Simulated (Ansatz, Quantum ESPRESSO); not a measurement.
# N on fcc sites of Co(0001): the work function of the upper face at a withheld member of a series

How the rows were computed: Quantum ESPRESSO 7.5, PBE, GBRV ultrasoft. Slabs of 3 layers, covered on the upper face; adsorbates and the top layer relax in a periodic cell, the rest is held (the clean slab relaxes both outer layers); a run under open boundaries (ESM, bc1) gives both vacuum levels. Cells of one to 6 surface sites carry the coverages, on meshes of like density; cold smearing of 0.02 Ry. The slabs take the lattice constants of the bulk relaxed by the same program. The series steps the coverage.

| coverage | work function of the upper face (eV) |
| --- | --- |
| 0 ML | 4.956 |
| 0.1667 ML | 5.341 |
| 0.25 ML | 5.602 |
| 0.3333 ML | 5.768 |
| 0.5 ML | 6.161 |
| 0.6667 ML | 6.358 |
| 1 ML | 6.921 |

To predict: What is the work function of the upper face at 0.75 ML?

**Worked estimate.** The rows at 0.6667 ML and 1 ML give a slope of (6.921 − (6.358))/(1 − (0.6667)) = 1.689, so a straight line gives 6.499 eV. A parabola through these and the row at 0.5 ML gives 6.478 eV.

**The withheld run.** 6.528 eV. The line misses by −0.029 and the parabola by −0.050 eV. The line does better here.

Caveats: Thin slabs, one site and one ordered pattern a coverage; no reconstruction or subsurface sites; meshes differ a little between cells.
